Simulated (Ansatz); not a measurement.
**Residual resistivity of an alloy: Ta(100) with 4 layers of random Ta-Re, 2x2**

Aim: the residual resistivity of a random alloy, from Ta(100) with 4 layers of random Ta-Re, 2x2 and longer regions.

Method: Ansatz plane-wave DFT, PBE, PAW files; ballistic transport by layer matching (Landauer), zero bias; PAW set soft_1, in Ansatz 0.2.0.

### Step 1. Set-up

The cell holds 56 atoms: 52 Ta and 4 Re. Its edges and angles: a = 6.605 Å, b = 6.605 Å, c = 23.118 Å, α = 90.0°, β = 90.0°, γ = 90.0°. It derives from Ta. Regions: lead, 40 atoms (40 Ta); scattering region, 16 atoms (4 Re and 12 Ta). The structure is stacked along c, and the current runs across the ab planes.

### Step 2. With 4 alloy layers

In 4 layers a share of 0.25 of the sites is given to Re at random. The layers about the cell's end stay perfect and serve as the lead. Disorder leaves little or no symmetry, which makes such runs dear. Energies from -0.05 to 0.05 eV in steps of 0.05 eV are too few for the program's thermal sum, so it prints no conductance; for a metal the transmission near the Fermi level serves, at a fraction of the cost.

input.yaml reads:

```yaml
crystal:
  lattice:
    - [6.60512, 0.0, 0.0]
    - [0.0, 6.60512, 0.0]
    - [0.0, 0.0, 23.11792]
  atoms:
    - { symbol: Ta, position: [0.0, 0.0, 0.0357142857] }
    - { symbol: Ta, position: [0.0, 0.5, 0.0357142857] }
    - { symbol: Ta, position: [0.5, 0.0, 0.0357142857] }
    - { symbol: Ta, position: [0.5, 0.5, 0.0357142857] }
    - { symbol: Ta, position: [0.25, 0.25, 0.1071428571] }
    - { symbol: Ta, position: [0.25, 0.75, 0.1071428571] }
    - { symbol: Ta, position: [0.75, 0.25, 0.1071428571] }
    - { symbol: Ta, position: [0.75, 0.75, 0.1071428571] }
    - { symbol: Ta, position: [0.0, 0.0, 0.1785714286] }
    - { symbol: Ta, position: [0.0, 0.5, 0.1785714286] }
    - { symbol: Ta, position: [0.5, 0.0, 0.1785714286] }
    - { symbol: Ta, position: [0.5, 0.5, 0.1785714286] }
    - { symbol: Ta, position: [0.25, 0.25, 0.25] }
    - { symbol: Ta, position: [0.25, 0.75, 0.25] }
    - { symbol: Ta, position: [0.75, 0.25, 0.25] }
    - { symbol: Ta, position: [0.75, 0.75, 0.25] }
    - { symbol: Ta, position: [0.0, 0.0, 0.3214285714] }
    - { symbol: Ta, position: [0.0, 0.5, 0.3214285714] }
    - { symbol: Ta, position: [0.5, 0.0, 0.3214285714] }
    - { symbol: Ta, position: [0.5, 0.5, 0.3214285714] }
    - { symbol: Re, position: [0.25, 0.25, 0.3928571429] }
    - { symbol: Ta, position: [0.25, 0.75, 0.3928571429] }
    - { symbol: Ta, position: [0.75, 0.25, 0.3928571429] }
    - { symbol: Ta, position: [0.75, 0.75, 0.3928571429] }
    - { symbol: Ta, position: [0.0, 0.0, 0.4642857143] }
    - { symbol: Ta, position: [0.0, 0.5, 0.4642857143] }
    - { symbol: Re, position: [0.5, 0.0, 0.4642857143] }
    - { symbol: Ta, position: [0.5, 0.5, 0.4642857143] }
    - { symbol: Ta, position: [0.25, 0.25, 0.5357142857] }
    - { symbol: Ta, position: [0.25, 0.75, 0.5357142857] }
    - { symbol: Ta, position: [0.75, 0.25, 0.5357142857] }
    - { symbol: Ta, position: [0.75, 0.75, 0.5357142857] }
    - { symbol: Re, position: [0.0, 0.0, 0.6071428571] }
    - { symbol: Ta, position: [0.0, 0.5, 0.6071428571] }
    - { symbol: Ta, position: [0.5, 0.0, 0.6071428571] }
    - { symbol: Re, position: [0.5, 0.5, 0.6071428571] }
    - { symbol: Ta, position: [0.25, 0.25, 0.6785714286] }
    - { symbol: Ta, position: [0.25, 0.75, 0.6785714286] }
    - { symbol: Ta, position: [0.75, 0.25, 0.6785714286] }
    - { symbol: Ta, position: [0.75, 0.75, 0.6785714286] }
    - { symbol: Ta, position: [0.0, 0.0, 0.75] }
    - { symbol: Ta, position: [0.0, 0.5, 0.75] }
    - { symbol: Ta, position: [0.5, 0.0, 0.75] }
    - { symbol: Ta, position: [0.5, 0.5, 0.75] }
    - { symbol: Ta, position: [0.25, 0.25, 0.8214285714] }
    - { symbol: Ta, position: [0.25, 0.75, 0.8214285714] }
    - { symbol: Ta, position: [0.75, 0.25, 0.8214285714] }
    - { symbol: Ta, position: [0.75, 0.75, 0.8214285714] }
    - { symbol: Ta, position: [0.0, 0.0, 0.8928571429] }
    - { symbol: Ta, position: [0.0, 0.5, 0.8928571429] }
    - { symbol: Ta, position: [0.5, 0.0, 0.8928571429] }
    - { symbol: Ta, position: [0.5, 0.5, 0.8928571429] }
    - { symbol: Ta, position: [0.25, 0.25, 0.9642857143] }
    - { symbol: Ta, position: [0.25, 0.75, 0.9642857143] }
    - { symbol: Ta, position: [0.75, 0.25, 0.9642857143] }
    - { symbol: Ta, position: [0.75, 0.75, 0.9642857143] }
kpoints:
  mp_grid: { grid: [4, 4, 1] }
hamiltonian:
  xc: pbe
  pseudopotentials: { kind: paw, azcp: { folder: soft_1 } }
scf:
  occupations: { method: fermi_dirac, width: 0.1 }
output:
  transmission: { leads: [[0, 4]], kmesh: [8, 8], e_range: [-0.05, 0.05], de: 0.05 }
  write_potential: true
  write_density: true
  volumetric_format: npy
```

The run is started by

```bash
$ ansatz run input.yaml --threads 4 --pin off --max-ram 15360MiB --backend cpu --events-out ev --progress --plain --runs-dir out
```

Numbers of over 12 decimals in the logs are rounded to 6 here.

The log of the run:

```text
Engine: ansatz 0.2.0, x86_64-unknown-linux-gnu
Pseudopotentials: kind: paw
Pseudopotential: Ta, paw, valence charge 13, recommended cutoff 420 eV (normal), soft_1/Ta.paw.azcp
Pseudopotential: Re, paw, valence charge 15, recommended cutoff 420 eV (normal), soft_1/Re.paw.azcp
Functional definition: PBE
  parameter kappa = 0.804
  parameter beta = 0.066725
  exchange = pbe_x(kappa = kappa, mu = beta*pi^2/3)
  correlation = pbe_c(beta = beta)
Crystal: 56 atoms, lattice volume = 1008.580 Å³
Basis set: ecut = 420 eV, 19677 PW (Γ)
Bands: 442, of which v1, the nominal top of the filled ones, is band 368 counted from 1 (367 counted from 0)
Symmetry: 2 space group operations
Space group: Cm (ITA 8), of the structure as read, at distance tolerance 1.0e-4 Å
k-points: 7 of 16 (time reversal used)
Non-local potential: Ta, projectors of the file, l = 0: 3, l = 1: 2, l = 2: 2, l = 3: 1
Non-local potential: Re, projectors of the file, l = 0: 3, l = 1: 2, l = 2: 2, l = 3: 1
PAW form: soft (Blöchl's): semilocal exchange-correlation on the pseudo side does not see the compensation charge
PAW one-centre angular grid: Ta, 590 points (default); XC on 64 Gauss nodes
PAW one-centre angular grid: Re, 590 points (default); XC on 64 Gauss nodes
Initial density: superposition of atomic densities (chi_scale 0.1, normalization cell, long waves of neutral atoms (reshape's long-wave potential 3.06 eV rms, cloud 3.21 Å wide))
Initial wavefunctions: pseudopotential atomic-orbital guess
Functional: x = pbe(κ = 0.804, μ = 0.219515), c = pbe(β = 0.066725)
SCF iter   1: F=—  HF=-560029.817472 eV  |F-HF|=—  |Δ(HF+E_count)|=         —  Δρ=7.39e-2  dr2=6.96e2  ethr=3.10e-3  ⟨swp⟩=6.4  Hψ=11083  notcnv=0
preconditioner: auto → Kerker (q_TF=auto, 2.589 Å⁻¹)  [metal: Δε(μ)=0.003 eV  Ē_g=4.397 eV  σ=0.100 eV  W_gap=0.01  n_scr=294 (ndim 8)  ℏωp=19.8 eV  f_vac=0.000  D(μ)=62.82/eV (n_scr^D=644)]
SCF iter   2: F=—  HF=-560014.618565 eV  |F-HF|=—  |Δ(HF+E_count)|=    1.52e1  Δρ=3.91e-2  dr2=1.61e2  ethr=3.10e-3  ⟨swp⟩=3.3  Hψ=6518  notcnv=0  defer=118
SCF iter   3: F=—  HF=-560009.493976 eV  |F-HF|=—  |Δ(HF+E_count)|=    5.12e0  Δρ=6.96e-3  dr2=1.07e0  ethr=3.10e-3  ⟨swp⟩=3.7  Hψ=9380  notcnv=0  defer=129
SCF iter   4: F=—  HF=-560009.403529 eV  |F-HF|=—  |Δ(HF+E_count)|=   9.04e-2  Δρ=1.21e-3  dr2=1.94e-2  ethr=1.45e-4  ⟨swp⟩=2.4  Hψ=5536  notcnv=0  defer=122
SCF iter   5: F=—  HF=-560009.402429 eV  |F-HF|=—  |Δ(HF+E_count)|=   1.10e-3  Δρ=3.24e-4  dr2=1.32e-3  ethr=2.64e-6  ⟨swp⟩=2.0  Hψ=3731  notcnv=0  defer=122
SCF iter   6: F=—  HF=-560009.402385 eV  |F-HF|=—  |Δ(HF+E_count)|=   4.46e-5  Δρ=4.71e-5  dr2=3.67e-5  ethr=1.79e-7  ⟨swp⟩=2.3  Hψ=5133  notcnv=0  defer=122
SCF iter   7: F=—  HF=-560009.401680 eV  |F-HF|=—  |Δ(HF+E_count)|=   7.05e-4  Δρ=1.06e-5  dr2=3.18e-6  ethr=4.99e-9  ⟨swp⟩=2.0  Hψ=4032  notcnv=0  defer=122
SCF iter   8: F=-560009.401680 eV  HF=-560009.401680 eV  |F-HF|=2.22e-8  |Δ(HF+E_count)|=   1.96e-7  Δρ=1.66e-6  dr2=3.94e-8  ethr=1.36e-11  ⟨swp⟩=12.3  Hψ=12383  notcnv=0
SCF 1 converged in 8 iterations: F = -560009.401680 eV  dr2 = 3.94e-8
  greatest PAW one-centre occupation: 1.000 electrons in one spin orbital (limit 2), on the Re atom at site 26 (counted from 0), in its partial waves of l = 0
transmission: 90 of 882 steps passed
transmission: 180 of 882 steps passed
[...]
transmission: 882 of 882 steps passed
SCF converged after 8 iterations
Free energy (F): -560009.401680 eV
Harris-Foulkes:  -560009.401680 eV  (|F-HF|=2.22e-8)
Internal energy: -560007.317958 eV  (E = F + TS)
E sigma→0 (E₀):  -560008.359819 eV
Entropy (-TS):   -2.083722 eV (-37.209 meV/atom)
Fermi energy:    18.560773 eV
--- Per-component energies (eV) ---
  E_band       = -6046.646296
  E_kinetic    = 22516.214771
  E_local      = -32560.417956  (includes V_loc(G=0)·N_el)
  E_nonlocal   = -249.912019
  E_hartree    = 11753.040951
  E_xc         = -18120.206590
  E_vxc        = -13295.095496  (∫ρ·V_xc dr)
  E_paw        = -466658.572943  (= ΣΔE_a)
  E_vpaw       = -5963.518853  (= ΣTr[D̂ρ^β])
  E_aug_tail   = 0.005268  (compensation charges beyond the density's cutoff)
  E_ewald      = -76687.469442
  E_smearing   = -2.083722  (= −TS)
  E_closure    = 0.000000  (closes the sum)
  Σ components = -560009.401680   (vs F -560009.401680, Δ=0.00e0)
--- Band table (eV; the first three rows and the last of 7) ---
  k-point 0: bands = [... 364 lower, 19.2515, 19.2539, 19.2854, 19.3178, 19.3341, 19.3721, 19.3850, 19.3935, ... 70 higher]
  k-point 1: bands = [... 364 lower, 18.8689, 18.8779, 18.8957, 18.9040, 18.9118, 18.9675, 19.0063, 19.0580, ... 70 higher]
  k-point 2: bands = [... 364 lower, 18.3593, 18.4088, 18.4478, 18.4720, 18.4921, 18.5076, 18.5908, 18.6003, ... 70 higher]
  k-point 6: bands = [... 364 lower, 17.9228, 17.9296, 17.9325, 17.9439, 17.9451, 17.9502, 17.9510, 17.9634, ... 70 higher]
--- Transmission ---
  basis      : 377 plane waves across, 42 finite elements along
  points     : 21, standing for a mesh of 8 x 8
  energies   : 3 from -0.050000 to 0.050000 eV about the Fermi level, 0.050000 eV apart; the leads are filled to 0.000000 eV, and channels, transmission and decay are at 0.000000 eV
  crystal 0  : Ta4, at the sites [0, 4], period 1.6513 Å, over 16.51 Å; its Hamiltonian steps by up to 7.3 meV
    offset         : up to 0.0000 Å between an atom of the period and one for which it stands
    channels       : 1.048438e1 a spin
    conductance    : none, the energies end too early or step too widely for 300 K: set another output.transmission.e_range or a lower de, or, where they end at an eighth of basis.ecutwfc, a higher one
  junction   : crystal 0 to crystal 0, 0.70 to 22.16 Å
    transmission   : 6.467944e0 a spin
    conductance    : none, the energies end too early or step too widely for 300 K: set another output.transmission.e_range or a lower de, or, where they end at an eighth of basis.ecutwfc, a higher one
```

It took 6.2 min on 4 threads of Intel Xeon Platinum 8488C (Sapphire Rapids), shared host; peak memory 8.2 GiB; 20 min of CPU time.

Numbers from this step:

| Property | Result |
| --- | --- |
| free energy | -560009.4017 eV |
| energy at zero smearing | -560008.3598 eV |
| Fermi energy | 18.56 eV |
| cell area | 43.63 Å² |
| transmission per spin nearest the Fermi level | 6.468 |
| open channels per spin nearest the Fermi level | 10.48 |
| step of the lead's potential | 7.3 meV |

Per spin. Transmission, zone mean against energy, zero at the Fermi level:

| energy (eV) | transmission, zone mean |
| --- | --- |
| -0.0500 | 6.58 |
| 0.0000 | 6.47 |
| 0.0500 | 6.23 |

Per spin. Table of open channels, zone mean, lead by energy, zero at the Fermi level:

| energy (eV) | open channels, zone mean, lead |
| --- | --- |
| -0.0500 | 10.3 |
| 0.0000 | 10.5 |
| 0.0500 | 9.86 |

Transmission over k1 and k2. At 0.0000 eV from the Fermi level.

Ten even steps from '0' (3.31) to '9' (9.49):
```
00246420
02689962
44878894
56989896
44988784
02699862
00246420
00045400
```
Columns: k1 (b1) from -0.5 to 0.375; rows upwards: k2 (b2) from -0.5 to 0.375.

Open channels over k1 and k2. At 0.0000 eV from the Fermi level.

Ten even steps from '0' (4.0) to '9' (14.0):
```
20588850
45999995
68977798
68977798
68977798
45999995
20588850
02466642
```
Columns: k1 (b1) from -0.5 to 0.375; rows upwards: k2 (b2) from -0.5 to 0.375.

Over the solved energies the transmission per spin lies between 6.23 and 6.58, out of 10.2 channels of the lead on average (up to 10.5).

### Step 3. With 8 alloy layers

In 8 layers a share of 0.25 of the sites is given to Re at random. A fresh draw is used; the growth of the resistance with length is what counts.

System of this step: Ta(100) with 8 layers of random Ta-Re, 2x2. The cell holds 72 atoms: 64 Ta and 8 Re. Cell: a = 6.605 Å, b = 6.605 Å, c = 29.723 Å, α = 90.0°, β = 90.0°, γ = 90.0°. It derives from Ta. Regions: lead, 40 atoms (40 Ta); scattering region, 32 atoms (24 Ta and 8 Re). The structure is stacked along c, and the current runs across the ab planes.

input.yaml reads:

```yaml
crystal:
  lattice:
    - [6.60512, 0.0, 0.0]
    - [0.0, 6.60512, 0.0]
    - [0.0, 0.0, 29.72304]
  atoms:
    - { symbol: Ta, position: [0.0, 0.0, 0.0277777778] }
    - { symbol: Ta, position: [0.0, 0.5, 0.0277777778] }
    - { symbol: Ta, position: [0.5, 0.0, 0.0277777778] }
    - { symbol: Ta, position: [0.5, 0.5, 0.0277777778] }
    - { symbol: Ta, position: [0.25, 0.25, 0.0833333333] }
    - { symbol: Ta, position: [0.25, 0.75, 0.0833333333] }
    - { symbol: Ta, position: [0.75, 0.25, 0.0833333333] }
    - { symbol: Ta, position: [0.75, 0.75, 0.0833333333] }
    - { symbol: Ta, position: [0.0, 0.0, 0.1388888889] }
    - { symbol: Ta, position: [0.0, 0.5, 0.1388888889] }
    - { symbol: Ta, position: [0.5, 0.0, 0.1388888889] }
    - { symbol: Ta, position: [0.5, 0.5, 0.1388888889] }
    - { symbol: Ta, position: [0.25, 0.25, 0.1944444444] }
    - { symbol: Ta, position: [0.25, 0.75, 0.1944444444] }
    - { symbol: Ta, position: [0.75, 0.25, 0.1944444444] }
    - { symbol: Ta, position: [0.75, 0.75, 0.1944444444] }
    - { symbol: Ta, position: [0.0, 0.0, 0.25] }
    - { symbol: Ta, position: [0.0, 0.5, 0.25] }
    - { symbol: Ta, position: [0.5, 0.0, 0.25] }
    - { symbol: Ta, position: [0.5, 0.5, 0.25] }
    - { symbol: Ta, position: [0.25, 0.25, 0.3055555556] }
    - { symbol: Ta, position: [0.25, 0.75, 0.3055555556] }
    - { symbol: Ta, position: [0.75, 0.25, 0.3055555556] }
    - { symbol: Ta, position: [0.75, 0.75, 0.3055555556] }
    - { symbol: Ta, position: [0.0, 0.0, 0.3611111111] }
    - { symbol: Ta, position: [0.0, 0.5, 0.3611111111] }
    - { symbol: Ta, position: [0.5, 0.0, 0.3611111111] }
    - { symbol: Ta, position: [0.5, 0.5, 0.3611111111] }
    - { symbol: Ta, position: [0.25, 0.25, 0.4166666667] }
    - { symbol: Re, position: [0.25, 0.75, 0.4166666667] }
    - { symbol: Ta, position: [0.75, 0.25, 0.4166666667] }
    - { symbol: Ta, position: [0.75, 0.75, 0.4166666667] }
    - { symbol: Re, position: [0.0, 0.0, 0.4722222222] }
    - { symbol: Ta, position: [0.0, 0.5, 0.4722222222] }
    - { symbol: Ta, position: [0.5, 0.0, 0.4722222222] }
    - { symbol: Re, position: [0.5, 0.5, 0.4722222222] }
    - { symbol: Re, position: [0.25, 0.25, 0.5277777778] }
    - { symbol: Ta, position: [0.25, 0.75, 0.5277777778] }
    - { symbol: Ta, position: [0.75, 0.25, 0.5277777778] }
    - { symbol: Ta, position: [0.75, 0.75, 0.5277777778] }
    - { symbol: Ta, position: [0.0, 0.0, 0.5833333333] }
    - { symbol: Ta, position: [0.0, 0.5, 0.5833333333] }
    - { symbol: Ta, position: [0.5, 0.0, 0.5833333333] }
    - { symbol: Ta, position: [0.5, 0.5, 0.5833333333] }
    - { symbol: Ta, position: [0.25, 0.25, 0.6388888889] }
    - { symbol: Re, position: [0.25, 0.75, 0.6388888889] }
    - { symbol: Ta, position: [0.75, 0.25, 0.6388888889] }
    - { symbol: Ta, position: [0.75, 0.75, 0.6388888889] }
    - { symbol: Re, position: [0.0, 0.0, 0.6944444444] }
    - { symbol: Ta, position: [0.0, 0.5, 0.6944444444] }
    - { symbol: Re, position: [0.5, 0.0, 0.6944444444] }
    - { symbol: Re, position: [0.5, 0.5, 0.6944444444] }
    - { symbol: Ta, position: [0.25, 0.25, 0.75] }
    - { symbol: Ta, position: [0.25, 0.75, 0.75] }
    - { symbol: Ta, position: [0.75, 0.25, 0.75] }
    - { symbol: Ta, position: [0.75, 0.75, 0.75] }
    - { symbol: Ta, position: [0.0, 0.0, 0.8055555556] }
    - { symbol: Ta, position: [0.0, 0.5, 0.8055555556] }
    - { symbol: Ta, position: [0.5, 0.0, 0.8055555556] }
    - { symbol: Ta, position: [0.5, 0.5, 0.8055555556] }
    - { symbol: Ta, position: [0.25, 0.25, 0.8611111111] }
    - { symbol: Ta, position: [0.25, 0.75, 0.8611111111] }
    - { symbol: Ta, position: [0.75, 0.25, 0.8611111111] }
    - { symbol: Ta, position: [0.75, 0.75, 0.8611111111] }
    - { symbol: Ta, position: [0.0, 0.0, 0.9166666667] }
    - { symbol: Ta, position: [0.0, 0.5, 0.9166666667] }
    - { symbol: Ta, position: [0.5, 0.0, 0.9166666667] }
    - { symbol: Ta, position: [0.5, 0.5, 0.9166666667] }
    - { symbol: Ta, position: [0.25, 0.25, 0.9722222222] }
    - { symbol: Ta, position: [0.25, 0.75, 0.9722222222] }
    - { symbol: Ta, position: [0.75, 0.25, 0.9722222222] }
    - { symbol: Ta, position: [0.75, 0.75, 0.9722222222] }
kpoints:
  mp_grid: { grid: [4, 4, 1] }
hamiltonian:
  xc: pbe
  pseudopotentials: { kind: paw, azcp: { folder: soft_1 } }
scf:
  occupations: { method: fermi_dirac, width: 0.1 }
output:
  transmission: { leads: [[0, 4]], kmesh: [8, 8], e_range: [-0.05, 0.05], de: 0.05 }
  write_potential: true
  write_density: true
  volumetric_format: npy
```

The log of the run:

```text
[...]
Crystal: 72 atoms, lattice volume = 1296.745 Å³
Basis set: ecut = 420 eV, 25307 PW (Γ)
Bands: 572, of which v1, the nominal top of the filled ones, is band 476 counted from 1 (475 counted from 0)
Symmetry: 1 space group operations
[...]
k-points: 10 of 16 (time reversal used)
[...]
SCF iter   1: F=—  HF=-722728.269817 eV  |F-HF|=—  |Δ(HF+E_count)|=         —  Δρ=9.03e-2  dr2=2.07e3  ethr=3.10e-3  ⟨swp⟩=6.5  Hψ=19611  notcnv=0  defer=11
[...]
SCF iter  10: F=-722687.183357 eV  HF=-722687.183357 eV  |F-HF|=6.40e-9  |Δ(HF+E_count)|=   6.87e-9  Δρ=2.95e-7  dr2=7.34e-9  ethr=1.05e-11  ⟨swp⟩=12.5  Hψ=19195  notcnv=0
SCF 1 converged in 10 iterations: F = -722687.183357 eV  dr2 = 7.34e-9
[...]
transmission: 189 of 1836 steps passed
transmission: 369 of 1836 steps passed
[...]
transmission: 1836 of 1836 steps passed
SCF converged after 10 iterations
Free energy (F): -722687.183357 eV
[...]
Internal energy: -722684.597233 eV  (E = F + TS)
E sigma→0 (E₀):  -722685.890295 eV
Entropy (-TS):   -2.586124 eV (-35.918 meV/atom)
Fermi energy:    18.592707 eV
[...]
--- Band table (eV; the first three rows and the last of 10) ---
  k-point 0: bands = [... 472 lower, 19.2380, 19.2394, 19.2510, 19.2518, 19.2997, 19.2999, 19.3099, 19.3314, ... 92 higher]
  k-point 1: bands = [... 472 lower, 18.8587, 18.9014, 18.9066, 18.9192, 18.9249, 18.9561, 18.9861, 18.9961, ... 92 higher]
  k-point 2: bands = [... 472 lower, 18.4878, 18.5106, 18.5148, 18.5310, 18.5547, 18.5650, 18.6247, 18.6685, ... 92 higher]
  k-point 9: bands = [... 472 lower, 17.9544, 17.9665, 17.9728, 17.9731, 17.9766, 17.9770, 17.9830, 17.9960, ... 92 higher]
--- Transmission ---
  basis      : 377 plane waves across, 54 finite elements along
  points     : 34, standing for a mesh of 8 x 8
[...]
channels       : 1.048438e1 a spin
[...]
junction   : crystal 0 to crystal 0, 2.35 to 30.42 Å
    transmission   : 4.964995e0 a spin
[...]
```

It took 14 min on 4 threads; peak memory 8.5 GiB; 46 min of CPU time.

This step gave:

- free energy: -722687.1834 eV
- energy at zero smearing: -722685.8903 eV
- Fermi energy: 18.59 eV
- transmission per spin nearest the Fermi level: 4.965
- step of the lead's potential: 4.5 meV

Per spin. The transmission, zone mean by energy, zero at the Fermi level:

| energy (eV) | transmission, zone mean |
| --- | --- |
| -0.0500 | 5.11 |
| 0.0000 | 4.96 |
| 0.0500 | 4.83 |

Over the solved energies the transmission per spin lies between 4.83 and 5.11, out of 10.2 channels of the lead on average (up to 10.5).

(Part 1 of 2 ends here.)

[Logs are printed without paths, hosts, clocks, repeated set-up lines and the standing remarks that a program may print on its own settings, such as how far it seeks lower states.]

[Hosts, paths, dates, database ids (printed as entryN), source tags and the programs' standing remarks are cut or masked in the printed files.]
